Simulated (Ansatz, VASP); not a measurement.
# CdH2 in two plane-wave programs

Aim: how closely do two programs agree when they are given the same cell, functional and k mesh? The cell is generated by rule, not measured, and may not be a known phase. The cell is taken from a series of runs on this material, whose earlier steps may have relaxed, scaled, displaced or heated it; both programs get it as it stands.

Program: Ansatz 0.2.0. Level of theory: plane waves, with VASP 6.6.1 beside it; zone-centre phonons at PBEsol. Results are calculated unless marked as measured.

The structure was built from a prototype and need not be the compound's stable phase.

## Step 1: The structure

It takes space group Pn-3m (No. 224, cubic). The conventional cell has a = 4.260 Å, b = 4.260 Å, c = 4.260 Å, α = 90.00°, β = 90.00°, γ = 90.00°. Nearest to Cd lie 4 H at 1.84 Å. Nearest to H lie 2 Cd at 1.84 Å. Farther neighbours are not listed.

Coordinates:

```cif
data_structure
_symmetry_space_group_name_H-M 'Pn-3m:1'
_symmetry_Int_Tables_number 224
_cell_length_a 4.2603
_cell_length_b 4.2603
_cell_length_c 4.2603
_cell_angle_alpha 90.000
_cell_angle_beta 90.000
_cell_angle_gamma 90.000
_cell_volume 77.33
loop_
_atom_site_label
_atom_site_type_symbol
_atom_site_symmetry_multiplicity
_atom_site_Wyckoff_symbol
_atom_site_fract_x
_atom_site_fract_y
_atom_site_fract_z
_atom_site_occupancy
Cd1 Cd 2 a 0.00000 0.00000 0.00000 1
H1 H 4 c 0.75000 0.75000 0.75000 1
```

## Step 2: Ansatz: zone-centre phonons, PBEsol

Ansatz runs on its default PAW (the set named soft_2) files.

Second derivatives magnify differences that forces hide, and they need a tight electronic threshold.

input.yaml

```yaml
crystal:
  lattice:
    - [4.2603438847, 0.0, 0.0]
    - [0.0, 4.2603438847, 0.0]
    - [0.0, 0.0, 4.2603438847]
  atoms:
    - { symbol: Cd, position: [0.0, 0.0, 0.0] }
    - { symbol: Cd, position: [0.5, 0.5, 0.5] }
    - { symbol: H, position: [0.75, 0.75, 0.75] }
    - { symbol: H, position: [0.25, 0.75, 0.25] }
    - { symbol: H, position: [0.25, 0.25, 0.75] }
    - { symbol: H, position: [0.75, 0.25, 0.25] }
kpoints:
  mp_grid: { grid: [8, 8, 8] }
hamiltonian:
  xc: pbesol
scf:
  occupations: { method: methfessel_paxton, width: 0.15 }
output:
  eigenvalues: true
phonons:
  method: dfpt
```

Started as:

```sh
$ ansatz run input.yaml --threads 4 --pin off --max-ram 7168MiB --backend cpu --events-out ev --progress --plain --runs-dir out
```

Numbers of over 12 decimals in the logs are rounded to 6 here.

Output:

```text
Engine: ansatz 0.2.0, aarch64-unknown-linux-gnu
Pseudopotentials: kind: paw
Pseudopotential: Cd, paw, valence charge 20, recommended cutoff 420 eV (normal), Cd.paw.azcp
Pseudopotential: H, paw, valence charge 1, recommended cutoff 420 eV (normal), H.paw.azcp
Functional definition: PBEsol
  exchange = pbesol_x
  correlation = pbesol_c
Crystal: 6 atoms, lattice volume = 77.327 Å³
Basis set: ecut = 420 eV, 1503 PW (Γ), exchange–correlation on 60×60×60 points (8 copies of the dense FFT grid, shifted against one another)
Bands: 28, of which v1, the nominal top of the filled ones, is band 22 counted from 1 (21 counted from 0)
Symmetry: 48 space group operations
k-points: 150 of 512 (irreducible under 2 space group operations, time reversal used)
Non-local potential: Cd, projectors of the file, l = 0: 3, l = 1: 2, l = 2: 2, l = 3: 1
Non-local potential: H, projectors of the file, l = 0: 2, l = 1: 1
PAW form: soft (Blöchl's): semilocal exchange-correlation on the pseudo side does not see the compensation charge
PAW frozen core: Cd, regenerated for the run's functional, and the local potential with it (the file was generated under x = pbe(κ = 0.804, μ = 0.219515), c = pbe(β = 0.066725))
PAW one-centre angular grid: Cd, 590 points (default); XC on 64 Gauss nodes
PAW one-centre angular grid: H, 110 points (default); XC on 64 Gauss nodes
Initial density: superposition of atomic densities (neutral atoms: chi_scale 0, normalization atom), corrected by the library's trained network
Initial wavefunctions: pseudopotential atomic-orbital guess
Functional: x = pbesol(κ = 0.804, μ = 0.123457), c = pbesol(β = 0.046)
SCF iter   1: F=—  HF=-16429.010444 eV  |F-HF|=—  |Δ(HF+E_count)|=         —  Δρ=8.96e-3  dr2=4.82e-2  ethr=1.77e-3  ⟨swp⟩=5.6  Hψ=16954  notcnv=0  defer=1
preconditioner: auto → Resta (q_TF=auto, 2.484 Å⁻¹)  ε∞=4.2  [insulator: Δε(μ)=0.635 eV  Ē_g=12.426 eV  σ=0.150 eV  W_gap=0.58  n_scr=18 (ndim 8)  ℏωp=22.3 eV  f_vac=0.003  D(μ)=0.09/eV (n_scr^D=0)  ε∞_Penn≈4.2]
SCF iter   2: F=—  HF=-16429.000624 eV  |F-HF|=—  |Δ(HF+E_count)|=   9.82e-3  S|Δr|=    0.00e0  Δρ=4.18e-3  dr2=1.18e-2  ethr=1.10e-4  ⟨swp⟩=1.0  Hψ=5400  notcnv=0  defer=4
SCF iter   3: F=—  HF=-16428.998336 eV  |F-HF|=—  |Δ(HF+E_count)|=   2.29e-3  S|Δr|=    0.00e0  Δρ=6.46e-4  dr2=4.74e-4  ethr=2.67e-5  ⟨swp⟩=2.0  Hψ=4528  notcnv=0  defer=4
SCF iter   4: F=—  HF=-16428.998437 eV  |F-HF|=—  |Δ(HF+E_count)|=   1.01e-4  S|Δr|=    0.00e0  Δρ=3.23e-4  dr2=6.86e-5  ethr=1.08e-6  ⟨swp⟩=2.0  Hψ=6013  notcnv=0  defer=4
SCF iter   5: F=—  HF=-16428.998491 eV  |F-HF|=—  |Δ(HF+E_count)|=   5.36e-5  S|Δr|=    0.00e0  Δρ=4.56e-5  dr2=9.72e-7  ethr=1.56e-7  ⟨swp⟩=2.2  Hψ=5954  notcnv=0  defer=4
SCF iter   6: F=—  HF=-16428.998488 eV  |F-HF|=—  |Δ(HF+E_count)|=   3.21e-6  S|Δr|=    0.00e0  Δρ=5.35e-6  dr2=1.38e-8  ethr=2.21e-9  ⟨swp⟩=2.1  Hψ=6070  notcnv=0  defer=4
SCF iter   7: F=—  HF=-16428.998488 eV  |F-HF|=—  |Δ(HF+E_count)|=   2.09e-8  S|Δr|=    0.00e0  Δρ=7.91e-7  dr2=5.37e-10  ethr=3.14e-11  ⟨swp⟩=2.5  Hψ=6243  notcnv=0  defer=4
SCF iter   8: F=-16428.998488 eV  HF=-16428.998488 eV  |F-HF|=3.64e-12  |Δ(HF+E_count)|=  4.15e-10  S|Δr|=    0.00e0  Δρ=1.23e-7  dr2=7.33e-12  ethr=1.00e-12  ⟨swp⟩=8.3  Hψ=22031  notcnv=0
SCF 1 converged in 8 iterations: F = -16428.998488 eV  dr2 = 7.33e-12
  greatest PAW one-centre occupation: 1.000 electrons in one spin orbital (limit 2), on the Cd atom at site 1 (counted from 0), in its partial waves of l = 0
DFPT response loops at Γ: preconditioner auto → Kerker (q_TF=auto, 2.484 Å⁻¹) (partly filled bands, converged f_vac=0.000); β = 1.00, the filter's whole step (`scf.mixing.beta` (0.50) is not read by the response loops under this deck's `scf.mixing.preconditioner`; to damp them name `kerker` or `kerker_dos`, under which they read `scf.mixing.beta`, and type it under 1.00, their step now; both keys bind the ground state too); Broyden in place of MSR1
SCF converged after 8 iterations
Stability not checked: this state was not tested for a lower state beside it, because cold or Methfessel-Paxton smearing, or corrected tetrahedra, fill the levels in a way that the test cannot read (fill_not_monotonic; see scf.lower_state_search)
Free energy (F): -16428.998488 eV
Harris-Foulkes:  -16428.998488 eV  (|F-HF|=3.64e-12)
Internal energy: -16428.999687 eV  (E = F + TS)
E sigma→0 (E₀):  -16428.998788 eV
Entropy (-TS):   0.001200 eV (0.200 meV/atom)
Fermi energy:    5.720759 eV
Step filling:    the computed levels leave a gap of 0.0486 eV = 0.3 smearing widths at the electron count; against every level under it full and every level over it empty, smearing changes F+E_penalty+E_count by +0.113 meV and its σ→0 estimate by -0.187 meV
--- Per-component energies (eV) ---
  E_band       = -1072.451601
  E_kinetic    = 1060.013317
  E_local      = -7544.950516  (includes V_loc(G=0)·N_el)
  E_nonlocal   = 77.320528
  E_hartree    = 3449.945132
  E_xc         = -384.615191
  E_vxc        = -485.950231  (∫ρ·V_xc dr)
  E_paw        = -8027.844515  (= ΣΔE_a)
  E_vpaw       = -1078.770305  (= ΣTr[D̂ρ^β])
  E_aug_tail   = -0.004658  (compensation charges beyond the density's cutoff)
  E_ewald      = -5059.547704
  E_core_change = 0.683919  (= ΣΔE_core)
  E_smearing   = 0.001200  (= −TS)
  E_closure    = -0.000000  (closes the sum)
  Σ components = -16428.998488   (vs F -16428.998488, Δ=0.00e0)
--- Band table (eV; the first three rows and the last of 150) ---
  k-point 0: bands = [... 18 lower, -1.4337, 4.8485, 4.8485, 4.8485, 7.6818, 12.3406, 12.3406, 15.7031, ... 2 higher]
  k-point 1: bands = [... 18 lower, -1.2381, 4.2253, 4.9559, 4.9559, 8.1798, 12.4381, 12.5876, 14.4339, ... 2 higher]
  k-point 2: bands = [... 18 lower, -0.8068, 3.0384, 5.2330, 5.2330, 9.0508, 12.7334, 13.0718, 13.0718, ... 2 higher]
  k-point 149: bands = [... 18 lower, 1.7480, 4.4780, 4.4780, 4.4780, 5.7357, 8.3355, 8.3355, 8.3355, ... 2 higher]
--- Phonons (Γ-DFPT): 2 representative perturbations + reference, on 150 of 512 k-points (Σ response iterations 8) ---
  k mesh reduced under 2 symmetry operations, with k and −k counted as one. Each operation leaves every solved perturbation unchanged. A smaller set is not used because it would not reduce the number of displacements times k-points to solve
  ASR residual: 2.358e-5 → 0.000e0 eV/Å²; symmetrization residual: 6.770e-7 eV/Å²
  ASR residual per site (eV/Å²): 2.36e-5 2.36e-5 8.73e-6 8.73e-6 8.73e-6 8.73e-6
  Γ frequencies (cm⁻¹): 0.00 0.00 0.00 133.81 133.81 133.81 201.78 201.78 201.78 368.64 368.64 368.64 463.40 463.40 1537.42 1537.42 1537.42 1712.64
  non-analytic LO–TO correction: not included (Born effective charges unavailable; polar crystals: no LO–TO splitting at Γ)
```

(Part 1 of 2 ends here.)

[Lines on the potential files, build, host, timing and source positions are cut from VASP's logs without a mark.]

[Logs are printed without paths, hosts, clocks, repeated set-up lines and the standing remarks that a program may print on its own settings, such as how far it seeks lower states.]

[Hosts, paths, dates, database ids (printed as entryN), source tags and the programs' standing remarks are cut or masked in the printed files.]
